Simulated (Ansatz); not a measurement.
# Mg (P6/mmm) in Ansatz: convergence with scf exx energy threshold

Aim: find how far scf exx energy threshold must go before the results for Mg settle, at PBE0. This setting moves, with any that are tied to it; all else stays.

Everything below comes from runs of Ansatz 0.2.0. Logs are shortened: lines on timing, memory, paths and dates and some standing lists are left out, and cuts for length are marked.

### Step 1. The structure

The structure is hexagonal, space group P6/mmm (No. 191). The conventional cell has a = 3.050 Å, b = 3.050 Å, c = 3.045 Å, α = 90.00°, β = 90.00°, γ = 120.00°. Mg (site symmetry 6/mmm) has 8 Mg at 3.04 to 3.05 Å as nearest neighbours.

This isn't the form of Mg at room conditions, which is hcp.

### Step 2. With scf exx energy threshold 0.01

File input.yaml:

```yaml
crystal:
  lattice:
    - [3.0502998005, 0.0, 0.0]
    - [-1.5251499003, 2.6416371164, 0.0]
    - [0.0, 0.0, 3.04483757]
  atoms:
    - { symbol: Mg, position: [0.0, 0.0, 0.0] }
hamiltonian:
  xc: pbe0
  pseudopotentials: { kind: paw }
kpoints:
  mp_grid: { grid: [5, 5, 5] }
scf:
  occupations: { method: fermi_dirac, width: 0.1 }
  exx: { energy_threshold: 0.01 }
output:
  forces: true
  stress: true
  eigenvalues: true
```

Potentials or basis: Ansatz PAW.

On the command line:

```sh
> ansatz run input.yaml --threads 2 --pin off --max-ram 5632MiB --backend cpu --events-out ev --progress --plain --runs-dir out
```

Standard output:

```text
Warning: output.stress: scf.convergence.dr2_threshold = 1e-7 eV (the SCF's general default) is looser than the 1e-10 eV advised for a printed stress (1e-10 eV for each atom of the cell: 1). What an SCF threshold leaves in a stress goes as its square root, and in the free energy as the threshold itself, and one threshold admits the most on a small cell: of the crystals measured, under no hybrid functional and no lock of the moments, on runs that ended without the residual-converged pass, on stresses that held no estimate of that error, the worst erred by over 100 MPa in a component at 1e-7 eV an atom and by under 5 at 1e-10. Set scf.convergence.dr2_threshold to 1e-10 eV or tighter. The threshold is an SCF's pass mark: one that does not reach it within its budget of iterations ends unconverged, or closes short of it on a stop that the run arms, and scf.convergence.dr2_threshold's page says what that costs each kind of run
Warning: output.stress: scf.exx.energy_threshold = 1e-2 eV is looser than the 1e-8 eV advised for a stress under a hybrid functional (1e-8 eV for each atom of the cell: 1). Every SCF of the exchange loop can meet its threshold on dr2 while the loop round them stops early: no threshold on dr2 bounds what that leaves in the stress. Set scf.exx.energy_threshold to 1e-8 eV or tighter. The threshold is the loop's pass mark: a loop that does not reach it within its budget of cycles ends unconverged, and scf.exx.energy_threshold's page has the law
Warning: RAYON_NUM_THREADS=2 ignored (pool sized by the plan → 2); use --threads N
Engine: ansatz 0.2.0, aarch64-unknown-linux-gnu
Pseudopotentials: kind: paw
Pseudopotential: Mg, paw, valence charge 10, recommended cutoff 420 eV (normal), Mg.paw.azcp
Functional definition: PBE0
  parameter a = 0.25
  parameter kappa = 0.804
  parameter beta = 0.06672455060314922
  exchange = (1 - a)*pbe_x(kappa = kappa, mu = beta*pi^2/3) + a*exact_x
  correlation = pbe_c(beta = beta)
Crystal: 1 atoms, lattice volume = 24.535 Å³
Basis set: ecut = 420 eV, 467 PW (Γ), exchange–correlation on 48×48×48 points (8 copies of the dense FFT grid, shifted against one another)
Bands: 9, of which v1, the nominal top of the filled ones, is band 5 counted from 1 (4 counted from 0)
Symmetry: 24 space group operations
Space group: P6/mmm (ITA 191), of the structure as read, at distance tolerance 2.9e-5 Å
k-points: 15 of 125
Non-local potential: Mg, projectors of the file, l = 0: 3, l = 1: 2, l = 2: 1
PAW form: soft (Blöchl's): semilocal exchange-correlation on the pseudo side does not see the compensation charge
PAW frozen core: Mg, regenerated for the run's functional, and the local potential with it (the file was generated under x = pbe(κ = 0.804, μ = 0.2195149727645171), c = pbe(β = 0.06672455060314922))
PAW one-centre angular grid: Mg, 110 points (default); XC on 64 Gauss nodes
Initial density: superposition of atomic densities (neutral atoms: chi_scale 0, normalization atom), corrected by the library's trained network
Initial wavefunctions: pseudopotential atomic-orbital guess
Functional: x = pbe(κ = 0.804, μ = 0.2195149727645171), c = pbe(β = 0.06672455060314922), warm-up for x = 0.75 pbe(κ = 0.804, μ = 0.2195149727645171) + 0.25 exact, c = pbe(β = 0.06672455060314922)
SCF iter   1: F=—  HF=-1923.517436 eV  |F-HF|=—  |Δ(HF+E_count)|=         —  Δρ=8.66e-4  dr2=2.67e-4  ethr=1.77e-3  ⟨swp⟩=9.0  Hψ=699  notcnv=0
[... 36 lines left out ...]
Harris-Foulkes:  -1923.897184 eV  (|F-HF|=4.14e-8)
Internal energy: -1923.884054 eV  (E = F + TS)
E sigma→0 (E₀):  -1923.890619 eV
Entropy (-TS):   -0.013129 eV (-13.129 meV/atom)
Fermi energy:    5.026077 eV
--- Per-component energies (eV) ---
  E_band       = -401.604043
  E_kinetic    = 74.659458
  E_local      = -1662.177724  (includes V_loc(G=0)·N_el)
  E_nonlocal   = 95.211633
  E_hartree    = 596.744340
  E_xc         = -21.893047
  E_vxc        = -28.195522  (∫ρ·V_xc dr)
  E_exx        = -54.972160  (= α·E_x^exact, valence–valence)
  E_paw        = -243.839773  (= ΣΔE_a)
  E_vpaw       = 35.354121  (= ΣTr[D̂ρ^β])
  E_aug_tail   = -0.000002  (compensation charges beyond the density's cutoff)
  E_ewald      = -707.582291
  E_core_change = -0.034489  (= ΣΔE_core)
  E_smearing   = -0.013129  (= −TS)
  E_closure    = -0.000000  (closes the sum)
  Σ components = -1923.897184   (vs F -1923.897184, Δ=0.00e0)
--- Forces (eV/Å), atoms counted from 1 ---
  atom   1  Mg     0.00000000    -0.00000000     0.00000000
  max |Σ_I F_I| component: 2.63e-31 eV/Å
--- Stress (GPa, compression-positive) ---
        1.111639       0.000000       0.000000
       -0.000000       1.111639       0.000000
        0.000000       0.000000       0.276908
  P = ⅓ Tr σ = 0.8334 GPa (8.334 kbar)
--- Band table (eV; the first three rows and the last of 15) ---
  k-point 0: bands = ["-76.9795", "-41.8696", "-41.8273", "-41.8273", "-3.0724", "14.1787", "14.9621", "18.8724", "18.8724"]
  k-point 1: bands = ["-76.9789", "-41.8794", "-41.8266", "-41.8266", "-2.3087", "9.0982", "19.4273", "19.4273", "20.0183"]
  k-point 2: bands = ["-76.9777", "-41.8953", "-41.8254", "-41.8254", "-0.0483", "3.8195", "20.7791", "20.7791", "21.8859"]
  k-point 14: bands = ["-76.9739", "-41.8882", "-41.8591", "-41.8426", "6.7967", "7.6368", "10.3578", "10.6289", "12.9287"]
```

It took 5.2 s on 2 threads of Arm Neoverse N1, shared host; peak memory 0.4 GiB.

Results:

- Free energy: -1923.8972 eV
- Pressure: 0.8 GPa
- Band gap on the k mesh: none (metal or under the smearing width)

### Step 3. With scf exx energy threshold 0.001

Edit input.yaml of step 2 so:

```diff
@@ -14,3 +14,3 @@
   occupations: { method: fermi_dirac, width: 0.1 }
-  exx: { energy_threshold: 0.01 }
+  exx: { energy_threshold: 0.001 }
 output:
```

Potentials or basis: Ansatz PAW.

On the command line:

```sh
> ansatz run input.yaml --threads 2 --pin off --max-ram 5632MiB --backend cpu --events-out ev --progress --plain --runs-dir out
```

It took 5.1 s on 2 threads of Arm Neoverse N1, shared host; peak memory 0.4 GiB.

What came out:

* Free energy: -1923.8972 eV
* Pressure: 0.8 GPa
* Band gap on the k mesh: none (metal or under the smearing width)

### Step 4. With scf exx energy threshold 0.0001

Edit input.yaml of step 3 so:

```diff
@@ -14,3 +14,3 @@
   occupations: { method: fermi_dirac, width: 0.1 }
-  exx: { energy_threshold: 0.001 }
+  exx: { energy_threshold: 0.0001 }
 output:
```

On the command line:

```sh
> ansatz run input.yaml --threads 2 --pin off --max-ram 5632MiB --backend cpu --events-out ev --progress --plain --runs-dir out
```

Wall time 5.2 s (2 threads of Arm Neoverse N1, shared host); peak memory 0.4 GiB.

What came out:

| Item | Value |
| --- | --- |
| Free energy | -1923.8972 eV |
| Pressure | 0.8 GPa |
| Band gap on the k mesh | none (metal or under the smearing width) |

### Step 5. With scf exx energy threshold 1e-05

Edit input.yaml of step 4 so:

```diff
@@ -14,3 +14,3 @@
   occupations: { method: fermi_dirac, width: 0.1 }
-  exx: { energy_threshold: 0.0001 }
+  exx: { energy_threshold: 1.0e-05 }
 output:
```

On the command line:

```sh
> ansatz run input.yaml --threads 2 --pin off --max-ram 5632MiB --backend cpu --events-out ev --progress --plain --runs-dir out
```

Run time: 5.1 s. Hardware: 2 threads of Arm Neoverse N1, shared host; peak memory 0.4 GiB.

The run converged. Its results:

```
Free energy            : -1923.8972 eV
Pressure               : 0.8 GPa
Band gap on the k mesh : none (metal or under the smearing width)
```

### Step 6. With scf exx energy threshold 1e-06

Edit input.yaml of step 5 so:

```diff
@@ -14,3 +14,3 @@
   occupations: { method: fermi_dirac, width: 0.1 }
-  exx: { energy_threshold: 1.0e-05 }
+  exx: { energy_threshold: 1.0e-06 }
 output:
```

Potentials or basis: Ansatz PAW.

On the command line:

```sh
> ansatz run input.yaml --threads 2 --pin off --max-ram 5632MiB --backend cpu --events-out ev --progress --plain --runs-dir out
```

Wall time 5.1 s (2 threads of Arm Neoverse N1, shared host); peak memory 0.4 GiB.

The run converged. Its results:

```
Free energy            : -1923.8972 eV
Pressure               : 0.8 GPa
Band gap on the k mesh : none (metal or under the smearing width)
```

### Step 7. With scf exx energy threshold 1e-07

Edit input.yaml of step 6 so:

```diff
@@ -14,3 +14,3 @@
   occupations: { method: fermi_dirac, width: 0.1 }
-  exx: { energy_threshold: 1.0e-06 }
+  exx: { energy_threshold: 1.0e-07 }
 output:
```

On the command line:

```sh
> ansatz run input.yaml --threads 2 --pin off --max-ram 5632MiB --backend cpu --events-out ev --progress --plain --runs-dir out
```

Run time: 5.8 s. Hardware: 2 threads of Arm Neoverse N1, shared host; peak memory 0.4 GiB.

Results (log left out):

* Free energy: -1923.8972 eV
* Pressure: 0.8 GPa
* Band gap on the k mesh: none (metal or under the smearing width)

### Step 8. Result

```csv
scf exx energy threshold,"energy less the tightest run, at zero smearing (meV/atom)",SCF cycles,CPU time (s),peak memory (GiB)
0.01,0.00,16,9.2,0.4
0.001,0.00,17,9.1,0.4
0.0001,0.00,17,9.1,0.4
1e-05,0.00,16,9,0.4
1e-06,0.00,16,9,0.4
1e-07,0.00,19,10,0.4
```

Against the tightest run, the energy stays within 1 meV/atom from 0.01 on. The tightest run that finished is the yardstick and may itself not be fully converged.

Caveats: all runs use coarse meshes; the PAW data sets come from PBE, with cores solved anew for the run's functional, which leaves a small shift of forces and pressure; the thresholds are loose for stress.
